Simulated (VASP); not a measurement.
A run of VASP 6.6.1 is set up as follows.

Contents of INCAR:

```
PREC     = Accurate       # precision mode
ENCUT    = 520            # plane-wave cutoff, eV
EDIFF    = 1E-6           # SCF threshold, eV
ISMEAR   = 0              # smearing method
SIGMA    = 0.1            # smearing width, eV
LREAL    = False          # projectors in reciprocal space
LASPH    = True           # aspherical terms in the spheres
NELM     = 100            # most SCF steps
ALGO     = Normal         # electronic algorithm
ISIF     = 2              # what is computed and relaxed
LWAVE    = False          # write WAVECAR
LCHARG   = False          # write CHGCAR
GGA      = PS             # functional
```

KPOINTS

```
regular mesh
0
Gamma
  27 27 14
```

Contents of POSCAR:

```
Re
1.0
    2.7508900000      0.0000000000      0.0000000000
   -1.3754500000      2.3823400000      0.0000000000
    0.0000000000      0.0000000000      4.4430100000
Re
2
Direct
    0.3333300000      0.6666700000      0.2500000000
    0.6666700000      0.3333300000      0.7500000000
```

Potentials or basis: VASP PAW PBE potentials, release 64 (Re).

The run is started by

```console
$ cat potpaw_PBE.64/Re/POTCAR > POTCAR
$ mpirun -np 1 vasp_std > vasp.out
```

Problem. Estimate the pressure.

Solution. -0.1 GPa.

Problem. Predict the band gap on the k mesh.

Solution. None (metal or under the smearing width).

Stress tensor (GPa, compression positive):
```
-0.10  0.00  0.00
 0.00 -0.10  0.00
 0.00  0.00 -0.22
```

Caveat: the PAW data sets were made with another functional, which shifts forces and pressure a little. Spin-orbit coupling is left out, which matters for the levels of Re.
